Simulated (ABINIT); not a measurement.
# BeTe (F-43m): G0W0 in ABINIT against the bands in the screening

Aim: move the bands in the screening of a G0W0 run on BeTe (F-43m) over a wide range.

Method: LDA and many-body steps on it, plane waves, in ABINIT 10.8.3.

The database entry behind the starting cell differs from later determinations by our own check (an axis about 1.5 % short against later determinations), so it need not match the best structure at ambient conditions.

**1. The structure**

It takes space group F-43m (No. 216, cubic). The conventional cell has a = 5.540 Å, b = 5.540 Å, c = 5.540 Å, α = 90.00°, β = 90.00°, γ = 90.00°. Be has 4 Te at 2.40 Å nearest. Nearest to Te lie 4 Be at 2.40 Å. Farther neighbours and most contacts between anions are not listed.

Structure file:

```cif
data_structure
_symmetry_space_group_name_H-M 'P 1'
_symmetry_Int_Tables_number 1
_cell_length_a 3.9174
_cell_length_b 3.9174
_cell_length_c 3.9174
_cell_angle_alpha 60.000
_cell_angle_beta 60.000
_cell_angle_gamma 60.000
_cell_volume 42.51
loop_
_atom_site_label
_atom_site_type_symbol
_atom_site_fract_x
_atom_site_fract_y
_atom_site_fract_z
_atom_site_occupancy
Be1 Be 0.00000 0.00000 0.00000 1
Te2 Te 0.25000 0.25000 0.25000 1
```

The cell and positions come from the Crystallography Open Database and are kept as given unless a step says otherwise. Spin-orbit coupling is left out unless a step names it.

**2. Screening, 4×4×4 mesh, 18 bands, screening to 106.1 eV**

This step: ABINIT 10.8.3; RPA screening on LDA, plane waves, norm-conserving pseudopotentials.

The RPA dielectric matrix is built and inverted for each q.

Input file run.abi:

```
acell 3*1.0 Angstrom
rprim 
  0.000000000000 2.770000000000 2.770000000000
  2.770000000000 0.000000000000 2.770000000000
  2.770000000000 2.770000000000 -0.000000000000
ntypat 2
znucl 4 52
natom 2
typat 1 2
xred 
  0.000000000000 0.000000000000 0.000000000000
  0.250000000000 0.250000000000 0.250000000000
pp_dirpath "pseudos"
pseudos "Be.upf, Te.upf"
ecut 38
ngkpt 4 4 4
nshiftk 1
shiftk 0 0 0
kptopt 1
chksymbreak 0
istwfk *1
occopt 1
irdwfk 1
optdriver 3
nband 18
ecuteps 3.9
inclvkb 2
awtr 1
symchi 1
indata_prefix "in"
outdata_prefix "out"
tmpdata_prefix "tmp"
```

Started as:

```bash
$ OMP_NUM_THREADS=1 mpirun -n 4 abinit run.abi > log
```

Log:

```text
.Version 10.8.3 of ABINIT. v10.8.2 released Aug 2026.

 Symmetries : space group F-4 3 m (#216); Bravais cF (face-center cubic)
[... echo of the input left out ...]
== DATASET  1 ==================================================================
-   mpi_nproc: 4, omp_nthreads: 1 (-1 if OMP is not activated)

--- !DatasetInfo
iteration_state: {dtset: 1, }
dimensions: {natom: 2, nkpt: 8, mband: 18, nsppol: 1, nspinor: 1, nspden: 1, mpw: 3250, }
cutoff_energies: {ecut:  38.0, pawecutdg:  -1.0, }
electrons: {nelect:   2.00000000E+01, charge:   0.00000000E+00, occopt:   1.00000000E+00, tsmear:   1.00000000E-02, }

 SCREENING: Calculation of the susceptibility and dielectric matrices

 Based on a program developped by R.W. Godby, V. Olevano, G. Onida, and L. Reining.
 Incorporated in ABINIT by V. Olevano, G.-M. Rignanese, and M. Torrent.
.Using double precision arithmetic ; gwpc =  8

[... cell and pseudopotentials left out ...]
--------------------------------------------------------------------------------

 ==== K-mesh for the wavefunctions ====
 Number of points in the irreducible wedge :     8
[... list of points left out ...]
 Together with 24 symmetry operations and time-reversal symmetry
 yields    64 points in the full Brillouin Zone.

 ==== Q-mesh for the screening function ====
 Number of points in the irreducible wedge :     8
[... list of points left out ...]
 Together with 24 symmetry operations and time-reversal symmetry
 yields    64 points in the full Brillouin Zone.

 setmesh: FFT mesh size selected  =    27x   27x   27
          total number of points  =        19683

 vcoul_init : cutoff-mode = AUXILIARY_FUNCTION
 q-points for optical limit:   1
     1)      0.000010    0.000020    0.000030

- screening: taking advantage of time-reversal symmetry
- Maximum band index for partially occupied states nbvw = 10
- Remaining bands to be divided among processors   nbcw = 8
- Number of bands treated by each node ~2

 Number of electrons calculated from density =   20.0000; Expected =   20.0000
 average of density, n =  0.069721
 r_s =    1.5072
 omega_plasma =   25.4705 [eV]

 calculating chi0 at frequencies [eV] :
  1    0.000000E+00    0.000000E+00
  2    0.000000E+00    2.547051E+01

--------------------------------------------------------------------------------
  q-point number  1        q = ( 0.000000, 0.000000, 0.000000) [r.l.u.]
--------------------------------------------------------------------------------
[... chi0 elements left out ...]
 For q-point:  0.000010 0.000020 0.000030
  dielectric constant =   9.2178
  dielectric constant without local fields =  10.5138

  Average fulfillment of the sum rule on Im[epsilon] for q-point    1 :     13.59  [%]
[... wings left out ...]
  q-point number  2        q = ( 0.250000, 0.000000, 0.000000) [r.l.u.]
--------------------------------------------------------------------------------
[... chi0 elements left out ...]
  Average fulfillment of the sum rule on Im[epsilon] for q-point    2 :     37.44  [%]

 [... 6 further q-points ...]
```

Run time: 2.8 s. Hardware: 4 MPI ranks of Arm Neoverse V2, shared host; peak memory 0.12 GiB; 11 s of CPU time.

This step gave:

| Property | Result |
| --- | --- |
| ε∞ with local fields, on this mesh, along the program's q direction | 9.218 |
| the same without local fields | 10.51 |
| plasma frequency | 25.47 eV |
| plane waves in the screening matrix | 113 |

Local fields lower ε∞ by 12 %. On a Γ-centred mesh this coarse the value itself is usually too large, while a short band sum pulls it down.

**3. 18 bands**

The self-energy is evaluated for the states that the input lists, and the levels follow from it, in one-shot runs by the linearised quasiparticle equation.

This step: G0W0 on LDA, plane waves, norm-conserving pseudopotentials.

Edit run.abi of step 2 so:

```diff
@@ -23,8 +23,17 @@
 irdwfk 1
-optdriver 3
-nband 18
+optdriver 4
+nband 27
+gwcalctyp 0
+ecutsigx 38
+symsigma 1
+nkptgw 2
+kptgw 
+  0.0000000000 0.0000000000 0.0000000000
+  0.5000000000 0.5000000000 0.0000000000
+bdgw 
+  8 13
+  9 12
 ecuteps 3.9
-inclvkb 2
-awtr 1
-symchi 1
+irdscr 1
+ppmodel 1
 indata_prefix "in"
```

Log:

```text
.Version 10.8.3 of ABINIT. v10.8.2 released Aug 2026.

 Symmetries : space group F-4 3 m (#216); Bravais cF (face-center cubic)
[... echo of the input left out ...]
== DATASET  1 ==================================================================
-   mpi_nproc: 4, omp_nthreads: 1 (-1 if OMP is not activated)

--- !DatasetInfo
iteration_state: {dtset: 1, }
dimensions: {natom: 2, nkpt: 8, mband: 27, nsppol: 1, nspinor: 1, nspden: 1, mpw: 3250, }
cutoff_energies: {ecut:  38.0, pawecutdg:  -1.0, }
electrons: {nelect:   2.00000000E+01, charge:   0.00000000E+00, occopt:   1.00000000E+00, tsmear:   1.00000000E-02, }

 SIGMA: Calculation of the GW corrections

 Based on a program developped by R.W. Godby, V. Olevano, G. Onida, and L. Reining.
 Incorporated in ABINIT by V. Olevano, G.-M. Rignanese, and M. Torrent.
.Using double precision arithmetic ; gwpc =  8

[... cell and pseudopotentials left out ...]
--------------------------------------------------------------------------------

 ==== K-mesh for the wavefunctions ====
 Number of points in the irreducible wedge :     8
[... list of points left out ...]
 Together with 24 symmetry operations and time-reversal symmetry
 yields    64 points in the full Brillouin Zone.

 ==== Q-mesh for screening function ====
 Number of points in the irreducible wedge :     8
[... list of points left out ...]
 Together with 24 symmetry operations and time-reversal symmetry
 yields    64 points in the full Brillouin Zone.

 vcoul_init : cutoff-mode = AUXILIARY_FUNCTION
 q-points for optical limit:   1
     1)      0.000010    0.000020    0.000030
 setmesh: FFT mesh size selected  =    45x   45x   45
          total number of points  =        91125

 Number of electrons calculated from density =   20.0000; Expected =   20.0000
 average of density, n =  0.069721
 r_s =    1.5072
 omega_plasma =   25.4705 [eV]

 === KS Band Gaps ===
  >>>> For spin  1
   Minimum direct gap =   3.6005 [eV], located at k-point      :   0.0000  0.0000  0.0000
   Fundamental gap    =   1.7748 [eV], Top of valence bands at :   0.0000  0.0000  0.0000
                                       Bottom of conduction at :   0.5000  0.5000  0.0000
 SIGMA fundamental parameters:
 PLASMON POLE MODEL  1
 number of plane-waves for SigmaX                 3143
 number of plane-waves for SigmaC and W            113
 number of plane-waves for wavefunctions          3143
 number of bands                                    27
 number of independent spin polarizations            1
 number of spinorial components                      1
 number of k-points in IBZ                           8
 number of q-points in IBZ                           8
 number of symmetry operations                      24
 number of k-points in BZ                           64
 number of q-points in BZ                           64
 number of frequencies for dSigma/dE                 9
 frequency step for dSigma/dE [eV]                0.25
 number of omega for Sigma on real axis              0
 max omega for Sigma on real axis  [eV]           0.00
 zcut for avoiding poles [eV]                     0.10

 EPSILON^-1 parameters (SCR file):
 dimension of the eps^-1 matrix on file            113
 dimension of the eps^-1 matrix used               113
 number of plane-waves for wavefunctions          3143
 number of bands                                    18
 number of q-points in IBZ                           8
 number of frequencies                               2
 number of real frequencies                          1
 number of imag frequencies                          1

 matrix elements of self-energy operator (all in [eV])

 Perturbative Calculation

--- !SelfEnergy_ee
iteration_state: {dtset: 1, }
kpoint     : [   0.000,    0.000,    0.000, ]
spin       : 1
KS_gap     :    3.600
QP_gap     :    5.314
Delta_QP_KS:    1.714
data: !SigmaeeData |
     Band     E0 <VxcDFT>   SigX SigC(E0)      Z dSigC/dE  Sig(E)    E-E0       E
        8   4.477 -12.924 -15.485   2.103   0.810  -0.234 -13.296  -0.371   4.106
        9   4.477 -12.924 -15.485   2.103   0.810  -0.234 -13.296  -0.371   4.106
       10   4.477 -12.924 -15.485   2.103   0.810  -0.234 -13.296  -0.371   4.106
       11   8.077 -10.658  -5.759  -3.228   0.803  -0.245  -9.316   1.342   9.420
       12   8.077 -10.658  -5.759  -3.228   0.803  -0.245  -9.316   1.342   9.420
       13   8.077 -10.658  -5.759  -3.228   0.803  -0.245  -9.316   1.342   9.420

--- !SelfEnergy_ee
iteration_state: {dtset: 1, }
kpoint     : [   0.500,    0.500,    0.000, ]
spin       : 1
KS_gap     :    4.592
QP_gap     :    6.064
Delta_QP_KS:    1.472
data: !SigmaeeData |
     Band     E0 <VxcDFT>   SigX SigC(E0)      Z dSigC/dE  Sig(E)    E-E0       E
        9   1.660 -11.681 -14.969   2.700   0.787  -0.270 -12.144  -0.462   1.198
       10   1.660 -11.681 -14.969   2.700   0.787  -0.270 -12.144  -0.462   1.198
       11   6.252  -9.265  -4.980  -3.053   0.819  -0.221  -8.256   1.010   7.261
       12   7.107  -9.984  -5.491  -3.078   0.812  -0.231  -8.835   1.150   8.257

== END DATASET(S) ==============================================================
================================================================================

 -outvars: echo values of variables after computation  --------
           etotal      0.0000000000E+00
            nband          27
             nkpt           8
          spgroup         216
 [... the other variables as echoed above ...]

 Calculation completed.
```

Wall time 2.8 s (4 MPI ranks); peak memory 0.17 GiB; 11 s of CPU time.

This step gave:

```
G0W0 gap on the points computed              : 3.155 eV
starting gap on the mesh                     : 1.775 eV
k of the valence top                         : 0, 0, 0
k of the conduction bottom                   : 0.5, 0.5, 0
Z at the valence top                         : 0.81
Z at the conduction bottom                   : 0.819
least direct G0W0 gap on the computed points : 5.314 eV
```

The gap on the mesh goes from 1.77 eV to 3.16 eV, a correction of +1.38 eV.

**4. Screening, 4×4×4 mesh, 27 bands, screening to 106.1 eV**

This step: RPA screening on LDA, plane waves, norm-conserving pseudopotentials.

Edit run.abi of step 3 so:

```diff
@@ -23,17 +23,8 @@
 irdwfk 1
-optdriver 4
+optdriver 3
 nband 27
-gwcalctyp 0
-ecutsigx 38
-symsigma 1
-nkptgw 2
-kptgw 
-  0.0000000000 0.0000000000 0.0000000000
-  0.5000000000 0.5000000000 0.0000000000
-bdgw 
-  8 13
-  9 12
 ecuteps 3.9
-irdscr 1
-ppmodel 1
+inclvkb 2
+awtr 1
+symchi 1
 indata_prefix "in"
```

Log:

```text
.Version 10.8.3 of ABINIT. v10.8.2 released Aug 2026.

 Symmetries : space group F-4 3 m (#216); Bravais cF (face-center cubic)
[... echo of the input left out ...]
== DATASET  1 ==================================================================
-   mpi_nproc: 4, omp_nthreads: 1 (-1 if OMP is not activated)

--- !DatasetInfo
iteration_state: {dtset: 1, }
dimensions: {natom: 2, nkpt: 8, mband: 27, nsppol: 1, nspinor: 1, nspden: 1, mpw: 3250, }
cutoff_energies: {ecut:  38.0, pawecutdg:  -1.0, }
electrons: {nelect:   2.00000000E+01, charge:   0.00000000E+00, occopt:   1.00000000E+00, tsmear:   1.00000000E-02, }

 SCREENING: Calculation of the susceptibility and dielectric matrices

 Based on a program developped by R.W. Godby, V. Olevano, G. Onida, and L. Reining.
 Incorporated in ABINIT by V. Olevano, G.-M. Rignanese, and M. Torrent.
.Using double precision arithmetic ; gwpc =  8

[... cell and pseudopotentials left out ...]
--------------------------------------------------------------------------------

 ==== K-mesh for the wavefunctions ====
 Number of points in the irreducible wedge :     8
[... list of points left out ...]
 Together with 24 symmetry operations and time-reversal symmetry
 yields    64 points in the full Brillouin Zone.

 ==== Q-mesh for the screening function ====
 Number of points in the irreducible wedge :     8
[... list of points left out ...]
 Together with 24 symmetry operations and time-reversal symmetry
 yields    64 points in the full Brillouin Zone.

 setmesh: FFT mesh size selected  =    27x   27x   27
          total number of points  =        19683

 vcoul_init : cutoff-mode = AUXILIARY_FUNCTION
 q-points for optical limit:   1
     1)      0.000010    0.000020    0.000030

- screening: taking advantage of time-reversal symmetry
- Maximum band index for partially occupied states nbvw = 10
- Remaining bands to be divided among processors   nbcw = 17
- Number of bands treated by each node ~4

 Number of electrons calculated from density =   20.0000; Expected =   20.0000
 average of density, n =  0.069721
 r_s =    1.5072
 omega_plasma =   25.4705 [eV]

 calculating chi0 at frequencies [eV] :
  1    0.000000E+00    0.000000E+00
  2    0.000000E+00    2.547051E+01

--------------------------------------------------------------------------------
  q-point number  1        q = ( 0.000000, 0.000000, 0.000000) [r.l.u.]
--------------------------------------------------------------------------------
[... chi0 elements left out ...]
 For q-point:  0.000010 0.000020 0.000030
  dielectric constant =   9.2717
  dielectric constant without local fields =  10.5642

  Average fulfillment of the sum rule on Im[epsilon] for q-point    1 :     28.54  [%]
[... wings left out ...]
  q-point number  2        q = ( 0.250000, 0.000000, 0.000000) [r.l.u.]
--------------------------------------------------------------------------------
[... chi0 elements left out ...]
  Average fulfillment of the sum rule on Im[epsilon] for q-point    2 :     48.45  [%]

 [... 6 further q-points ...]
```

Run time: 4.2 s. Hardware: 4 MPI ranks; peak memory 0.47 GiB.

This step gave:

- ε∞ with local fields, on this mesh, along the program's q direction: 9.272
- the same without local fields: 10.56
- plasma frequency: 25.47 eV
- plane waves in the screening matrix: 113

(Part 1 of 2 ends here.)

[Paths, hosts, dates, memory and timing lines, banners, echoed tables and standing remarks are left out of the program output.]

[Logs are printed without paths, hosts, clocks, repeated set-up lines and the standing remarks that a program may print on its own settings, such as how far it seeks lower states.]

[Runs of the session that timed out or met a known fault of the program may be left out.]

[Hosts, paths, dates, database ids (printed as entryN), source tags and the programs' standing remarks are cut or masked in the printed files.]

[G0W0 gaps are taken among the corrected bands and points alone; a level outside them can change the order at an edge.]

[Where Ansatz stands beside ABINIT at settings called matched, ABINIT's density can come from a denser mesh and the files from another edition; pairs whose starting gaps differed by over 0.03 eV were left out, so agreement reads better than it is.]
